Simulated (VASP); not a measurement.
# FeO (Wuestite) (Fm-3m) in VASP: a series of runs, part 2 of 2

VASP 6.6.1. Earlier steps stand in the parts before.

## Step 5: Relaxation of cell and atoms, BLYP, collinear spin, ferromagnetic start

The input, INCAR:

```
SYSTEM = FeO
  PREC = Accurate
  ENCUT = 600
  EDIFF = 1E-6
  ISMEAR = -1
  SIGMA = 0.05
  LREAL = .False.
  LASPH = .True.
  NELM = 100
  ALGO = Fast
  ISIF = 3
  LWAVE = .False.
  LCHARG = .False.
  ISPIN = 2
  MAGMOM = 3 0
  LORBIT = 11
  LMAXMIX = 4
  GGA = B5
  ALDAX = 1.0
  AGGAX = 1.0
  AGGAC = 1.0
  ALDAC = 0.0
  IBRION = 2
  NSW = 60
  EDIFFG = -0.02
```

The input, KPOINTS:

```
Automatic mesh
0
Gamma
  8 8 8
  0 0 0
```

The input, POSCAR:

```
FeO
1.0
    0.0000000000      2.1554000000      2.1554000000
    2.1554000000      0.0000000000      2.1554000000
    2.1554000000      2.1554000000      0.0000000000
Fe O
1 1
Direct
    0.0000000000      0.0000000000      0.0000000000
    0.5000000000      0.5000000000      0.5000000000
```

Potentials or basis: VASP PAW PBE potentials, release 64 (Fe, O).

Command:

```bash
$ cat potpaw_PBE.64/Fe/POTCAR potpaw_PBE.64/O/POTCAR > POTCAR
$ mpirun -np 1 vasp_std > vasp.out
```

OUTCAR:

```text
SYSTEM = FeO
   PREC = Accurate
   ENCUT = 600
   EDIFF = 1E-6
   ISMEAR = -1
   LREAL = .False.
   LASPH = .True.
   NELM = 100
   ISIF = 3
   ISPIN = 2
   LORBIT = 11
   GGA = B5
   IBRION = 2
   NSW = 60
   EDIFFG = -0.02

 ion  position               nearest neighbor table
   1  0.000  0.000  0.000-   2 2.16   2 2.16   2 2.16   2 2.16   2 2.16   2 2.16
   2  0.500  0.500  0.500-   1 2.16   1 2.16   1 2.16   1 2.16   1 2.16   1 2.16

  LATTYP: Found a face centered cubic cell.
 ALAT       =     4.3108000000

  Lattice vectors:

 A1 = (   0.0000000000,   2.1554000000,   2.1554000000)
 A2 = (   2.1554000000,   0.0000000000,   2.1554000000)
 A3 = (   2.1554000000,   2.1554000000,   0.0000000000)

Analysis of symmetry for initial positions (statically):
=====================================================================
 Subroutine PRICEL returns:
 Original cell was already a primitive cell.

 Routine SETGRP: Setting up the symmetry group for a
 face centered cubic supercell.

 Subroutine GETGRP returns: Found 48 space group operations
 (whereof 48 operations were pure point group operations)
 out of a pool of 48 trial point group operations.

The static configuration has the point symmetry O_h .

Analysis of symmetry for dynamics (positions and initial velocities):
=====================================================================
 Subroutine PRICEL returns:
 Original cell was already a primitive cell.

 Routine SETGRP: Setting up the symmetry group for a
 face centered cubic supercell.

 Subroutine GETGRP returns: Found 48 space group operations
 (whereof 48 operations were pure point group operations)
 out of a pool of 48 trial point group operations.

The dynamic configuration has the point symmetry O_h .

Analysis of structural, dynamic, and magnetic symmetry:
=====================================================================
 Subroutine PRICEL returns:
 Original cell was already a primitive cell.

 Routine SETGRP: Setting up the symmetry group for a
 face centered cubic supercell.

 Subroutine GETGRP returns: Found 48 space group operations
 (whereof 48 operations were pure point group operations)
 out of a pool of 48 trial point group operations.

The overall configuration has the point symmetry O_h .

 Subroutine INISYM returns: Found 48 space group operations
 (whereof 48 operations are pure point group operations),
 and found     1 'primitive' translations

----------------------------------------------------------------------------------------

                                     Primitive cell

  volume of cell :      20.0269

  direct lattice vectors                    reciprocal lattice vectors
     0.000000000  2.155400000  2.155400000    -0.231975503  0.231975503  0.231975503
     2.155400000  0.000000000  2.155400000     0.231975503 -0.231975503  0.231975503
     2.155400000  2.155400000  0.000000000     0.231975503  0.231975503 -0.231975503

  length of vectors
     3.048195912  3.048195912  3.048195912     0.401793358  0.401793358  0.401793358

  position of ions in fractional coordinates (direct lattice)
     0.000000000  0.000000000  0.000000000
     0.500000000  0.500000000  0.500000000

  ion indices of the primitive-cell ions
   primitive index   ion index
                 1           1
[... 75 lines left out ...]
   EDIFFG = -.2E-01   stopping-criterion for IOM
   NSW    =     60    number of steps for IOM
   IBRION =      2    ionic relax: 0-MD 1-quasi-New 2-CG
   NFREE  =      1    steps in history (QN), initial steepest desc. (CG)
   ISIF   =      3    stress and relaxation
   ISYM   =      2    0-nonsym 1-usesym 2-fastsym
   POTIM  = 0.5000    time-step for ionic-motion
   TEBEG  =    0.0;   TEEND  =   0.0 temperature during run
   PSTRESS=    0.0 pullay stress
   NELECT =      14.0000    total number of electrons
   NUPDOWN=      -1.0000    fix difference up-down
   EMIN   =  10.00;   EMAX   =-10.00  energy-range for DOS
   EFERMI =   0.00;   METHOD = LEGACY
   ISMEAR =    -1;   SIGMA  =   0.05  broadening in eV -4-tet -1-fermi 0-gaus
   EFERMI_NEDOS =   21; number of points for ismear=-14 and -15
   IALGO  =     68    algorithm
   IMIX   =      4    mixing-type and parameters
     AMIX     =   0.40;   BMIX     =  1.00
     AMIX_MAG =   1.60;   BMIX_MAG =  1.00
  volume/ion in A,a.u.               =      10.01        67.57
  Fermi-wavevector in a.u.,A,eV,Ry     =   1.452935  2.745650 28.722187  2.111021
  Thomas-Fermi vector in A             =   2.570260
   LORBIT       =     11    0 simple, 1 ext, 2 COOP (PROOUT), +10 PAW based schemes
   GGA     = B5    functional components
   LHFCALC =     F    Hartree Fock is set to
   AEXX    =    0.0000 exact exchange contribution
   IVDW    =     0    specifies the selected vdW correction
   LEPSILON=     F    determine dielectric tensor
   LRPA    =     F    only Hartree local field effects (RPA)
 conjugate gradient relaxation of ions
 spin polarized calculation
 RMM-DIIS sequential band-by-band and
  energy-cutoff  :      600.00
  volume of cell :       20.03
 maximum number of plane-waves:       692
   NGX = 13   NGY = 13   NGZ = 13

--------------------------------------- Ionic step        1  -------------------------------------------

 number of electron      13.9999999 magnetization       3.9989286

 Free energy of the ion-electron system (eV)
  ---------------------------------------------------
  ext. energy  EPLUGINS =         0.00000000
  ---------------------------------------------------
  free energy    TOTEN  =       -13.87774511 eV

  energy without entropy =      -13.86358825  energy(sigma->0) =      -13.87066668

------------------------ aborting loop because EDIFF is reached ----------------------------------------

  FORCE on cell =-STRESS in cart. coord.  units (eV):
  Direction    XX          YY          ZZ          XY          YZ          ZX
  --------------------------------------------------------------------------------------
  -------------------------------------------------------------------------------------
  Total        0.8671573      0.8671573      0.8671573     -0.0000000     -0.0000000      0.0000000
  in kB       69.3736992     69.3736992     69.3736992     -0.0000000     -0.0000000      0.0000000
  external PRESSURE =      69.3736992 kB  Pullay stress =       0.0000000 kB
[... 59 lines left out ...]
--------------------------------------- Ionic step        3  -------------------------------------------

 number of electron      14.0000003 magnetization       3.9999493

 Free energy of the ion-electron system (eV)
  ---------------------------------------------------
  ext. energy  EPLUGINS =         0.00000000
  ---------------------------------------------------
  free energy    TOTEN  =       -13.89381399 eV

  energy without entropy =      -13.87907287  energy(sigma->0) =      -13.88644343

 E-fermi :   6.0760     XC(G=0): -11.3740

 val. band max:        6.0674812028   @ k =  -0.3750   0.2500   0.0000
 cond. band min:       6.0814942645   @ k =  -0.2500   0.3750   0.1250
 fundamental gap:      0.0140130617
 Fermi energy:         6.0760237032

 spin component 1

 k-point     1 :       0.0000    0.0000    0.0000
  band No.  band energies     occupation
      1     -14.1652      1.00000
      2       2.3996      1.00000
      3       2.3996      1.00000
      4       2.3996      1.00000
      5       2.4650      1.00000
      6       2.4650      1.00000
      7       2.4650      1.00000
      8       2.5837      1.00000
      9       2.5837      1.00000
     10       6.3643      0.00313
     11      22.2019      0.00000
     12      23.2187      0.00000
     13      23.2187      0.00000
[... 356 lines left out ...]
      2      -1.4705      1.00000
      3      -0.2352      1.00000
      4      -0.0312      1.00000
      5       2.9708      1.00000
      6       3.1290      1.00000
      7       3.5514      1.00000
      8       4.4871      1.00000
      9       5.1833      1.00000
     10      12.6229      0.00000
     11      13.9190      0.00000
     12      16.4121      0.00000
     13      19.1046      0.00000

 [... further k-points ...]

 spin component 2

 k-point     1 :       0.0000    0.0000    0.0000
  band No.  band energies     occupation
      1     -13.6333      1.00000
      2       3.0297      1.00000
      3       3.0297      1.00000
      4       3.0297      1.00000
      5       5.3845      1.00000
      6       5.3847      1.00000
      7       5.3848      1.00000
      8       6.2553      0.02696
      9       6.2557      0.02679
     10       7.0827      0.00000
     11      22.1784      0.00000
     12      24.0154      0.00000
     13      24.0154      0.00000
[... 397 lines left out ...]
  FREE ENERGIE OF THE ION-ELECTRON SYSTEM (eV)
  ---------------------------------------------------
  free  energy   TOTEN  =       -13.8938139886 eV

  energy  without entropy=      -13.8790728734  energy(sigma->0) =      -13.88644343

 reached required accuracy - stopping structural energy minimisation

 total charge

# of ion       s       p       d       tot
------------------------------------------
    1        0.274   0.327   6.099   6.699
    2        1.545   3.443   0.000   4.988
--------------------------------------------------
tot          1.819   3.769   6.099  11.687

 magnetization (x)

# of ion       s       p       d       tot
------------------------------------------
    1        0.022   0.017   3.562   3.601
    2        0.029   0.286   0.000   0.315
--------------------------------------------------
tot          0.052   0.302   3.562   3.915
```

OSZICAR:

```text
N       E                     dE             d eps       ncg     rms          rms(c)
DAV:   1     0.902104932487E+02    0.90210E+02   -0.77668E+03  1548   0.138E+03
DAV:   2    -0.927641594636E+01   -0.99487E+02   -0.87664E+02  1636   0.274E+02
[... 30 lines left out ...]
RMM:   4    -0.138942698956E+02    0.53855E-03   -0.19454E-03  1531   0.572E-01    0.275E-01
RMM:   5    -0.138938576803E+02    0.41222E-03   -0.42298E-04  1522   0.256E-01    0.104E-01
RMM:   6    -0.138938252532E+02    0.32427E-04   -0.71828E-05  1548   0.965E-02    0.459E-02
RMM:   7    -0.138938155608E+02    0.96924E-05   -0.34324E-05  1528   0.786E-02    0.238E-02
RMM:   8    -0.138938141718E+02    0.13891E-05   -0.46794E-06  1405   0.283E-02    0.789E-03
RMM:   9    -0.138938139886E+02    0.18314E-06   -0.14121E-06   984   0.142E-02
   3 F= -.13893814E+02 E0= -.13886443E+02  d E =-.160689E-01  mag=     3.9999
```

Run time: 51 s. Hardware: 1 thread of Intel Xeon Platinum 8259CL at 2.50GHz (Skylake/Cascade Lake), shared host; peak memory 0.16 GiB.

What came out:

```
Free energy                                           : -13.8938 eV
Relaxed volume                                        : 10.40 Å³/atom
Relaxed cell                                          : a = 3.087 Å, b = 3.087 Å, c = 3.087 Å, α = 60.00°, β = 60.00°, γ = 60.00°
Space group after relaxing (to 0.05 Å)                : Fm-3m (No. 225)
Energy gained by relaxing                             : 8.0 meV/atom
Ionic steps                                           : 3
Pressure after relaxing                               : -0.1 GPa
Band gap on the k mesh                                : none (metal or under the smearing width)
Net moment                                            : 4.00 μB per cell
Site moments                                          : Fe +3.60; O +0.32 μB
Valence electrons inside the program's atomic spheres : Fe 6.70; O 4.99
```

The path:
| step | energy change (eV) | largest force (eV/Å) | pressure (GPa) | volume (Å³) |
| --- | --- | --- | --- | --- |
| 1 | 0.0000 | 0.0000 | 6.94 | 20.03 |
| 2 | -0.0096 | 0.0000 | -3.90 | 21.31 |
| 3 | -0.0161 | 0.0000 | -0.10 | 20.80 |

Final structure:
```
Fe O
1.0
     0.00000    2.18264    2.18264
     2.18264    0.00000    2.18264
     2.18264    2.18264    0.00000
Fe O
1 1
Direct
  0.00000 0.00000 0.00000
  0.50000 0.50000 0.50000
```

Caveat: the PAW data sets were made with another functional, which shifts forces and pressure a little; a cell with one magnetic atom can't hold antiferromagnetic order, which such compounds often take; semilocal functionals often make such compounds metallic where correlation or magnetic order opens a gap, which also shifts bond lengths.

## Step 6: Relaxation of cell and atoms, AM05, collinear spin, ferromagnetic start

INCAR: that of step 5 with these lines changed.

```diff
@@ -17,7 +17,3 @@
   LMAXMIX = 4
-  GGA = B5
-  ALDAX = 1.0
-  AGGAX = 1.0
-  AGGAC = 1.0
-  ALDAC = 0.0
+  GGA = AM
   IBRION = 2
```

KPOINTS is that of step 5.

POSCAR is that of step 5.

Potentials or basis: VASP PAW PBE potentials, release 64 (Fe, O).

Command:

```bash
$ cat potpaw_PBE.64/Fe/POTCAR potpaw_PBE.64/O/POTCAR > POTCAR
$ mpirun -np 1 vasp_std > vasp.out
```

Run time: 38 s. Hardware: 1 thread of Intel Xeon Platinum 8259CL at 2.50GHz (Skylake/Cascade Lake), shared host; peak memory 0.16 GiB.

Results (log left out):

* Free energy: -15.3809 eV
* Relaxed volume: 9.58 Å³/atom
* Relaxed cell: a = 3.004 Å, b = 3.004 Å, c = 3.004 Å, α = 60.00°, β = 60.00°, γ = 60.00°
* Space group after relaxing (to 0.05 Å): Fm-3m (No. 225)
* Energy gained by relaxing: 11.6 meV/atom
* Ionic steps: 3
* Pressure after relaxing: 0.1 GPa
* Band gap on the k mesh: none (metal or under the smearing width)
* Net moment: 4.00 μB per cell
* Site moments: Fe +3.59; O +0.32 μB
* Valence electrons inside the program's atomic spheres: Fe 6.82; O 4.99

The path:
| step | energy change (eV) | largest force (eV/Å) | pressure (GPa) | volume (Å³) |
| --- | --- | --- | --- | --- |
| 1 | 0.0000 | 0.0000 | -8.19 | 20.03 |
| 2 | -0.0114 | 0.0000 | 6.72 | 18.58 |
| 3 | -0.0233 | 0.0000 | 0.11 | 19.16 |

Final structure:
```cif
data_structure
_symmetry_space_group_name_H-M 'P 1'
_symmetry_Int_Tables_number 1
_cell_length_a 3.0036
_cell_length_b 3.0036
_cell_length_c 3.0036
_cell_angle_alpha 60.000
_cell_angle_beta 60.000
_cell_angle_gamma 60.000
_cell_volume 19.16
loop_
_atom_site_label
_atom_site_type_symbol
_atom_site_fract_x
_atom_site_fract_y
_atom_site_fract_z
_atom_site_occupancy
Fe1 Fe 0.00000 0.00000 0.00000 1
O1 O 0.50000 0.50000 0.50000 1
```

Levels at points of the mesh, in eV from the Fermi level:
Spin up:
| k point | band 5 | band 6 | band 7 | band 8 | band 9 | band 10 | band 11 | band 12 | band 13 |
| --- | --- | --- | --- | --- | --- | --- | --- | --- | --- |
| (0.00, 0.00, 0.00) | -3.97 | -3.97 | -3.97 | -3.67 | -3.67 | 0.27 | 15.31 | 17.20 | 17.20 |
| (0.50, 0.00, 0.00) | -3.06 | -3.06 | -2.48 | -0.20 | -0.20 | 4.03 | 8.80 | 12.72 | 12.72 |
| (0.50, 0.50, 0.00) | -4.99 | -3.24 | -2.77 | -2.77 | -2.65 | 5.54 | 8.87 | 10.77 | 15.11 |
Spin down:
```tsv
k point	band 2	band 3	band 4	band 5	band 6	band 7	band 8	band 9
(0.00, 0.00, 0.00)	-3.38	-3.38	-3.38	-0.81	-0.81	-0.81	0.03	0.03
(0.50, 0.00, 0.00)	-8.41	-5.45	-5.45	0.43	0.43	0.66	2.86	2.86
(0.50, 0.50, 0.00)	-7.23	-4.62	-4.62	-2.33	0.61	0.82	0.82	1.14
```

Caveat: the PAW data sets were made with another functional, which shifts forces and pressure a little; a cell with one magnetic atom can't hold antiferromagnetic order, which such compounds often take; semilocal functionals often make such compounds metallic where correlation or magnetic order opens a gap, which also shifts bond lengths.

## Step 7: The reference run

An earlier run on the cell as given: functional PBE; potentials or basis VASP PAW PBE potentials, release 64 (Fe, O); cutoff 520 eV; k mesh 11 × 11 × 11; occupations fermi-dirac, width 0.05 eV; collinear spin, ferromagnetic start; starting moments [3.0, 0.0] μB.

- Pressure: -0.1 GPa
- Band gap on the k mesh: none (metal or under the smearing width)
- Net moment: 4.00 μB per cell
- Site moments: Fe +3.62; O +0.30 μB
- Valence electrons inside the program's atomic spheres: Fe 6.73; O 4.99

## Step 8: Summary

```csv
task,level,cell,k mesh,cutoff (eV),gap on the mesh (eV),pressure (GPa),moment (μB),relaxed volume (Å³/atom)
relaxation of cell and atoms,PBEsol,relaxed,8 × 8 × 8,600,none,0.1,4.00,9.58
relaxation of cell and atoms,RPBE,relaxed,8 × 8 × 8,600,none,-0.1,4.00,10.31
relaxation of cell and atoms,revPBE,relaxed,8 × 8 × 8,600,none,0.0,4.00,10.22
relaxation of cell and atoms,BLYP,relaxed,8 × 8 × 8,600,none,-0.1,4.00,10.40
relaxation of cell and atoms,AM05,relaxed,8 × 8 × 8,600,none,0.1,4.00,9.58
single point,PBE,as given,11 × 11 × 11,520,none,-0.1,4.00,-
```

Alike in all rows: potentials or basis VASP PAW PBE potentials, release 64 (Fe, O); spin collinear, ferromagnetic start; smearing fermi-dirac 0.05 eV.

Caveats: a cell with one magnetic atom can't hold antiferromagnetic order, which such compounds often take; semilocal functionals often make such compounds metallic where correlation or magnetic order opens a gap, which also shifts bond lengths; the PAW data sets were made with another functional, which shifts forces and pressure a little (some runs).

Total energies depend on the potentials used, so only differences within one code and one set of settings carry meaning.
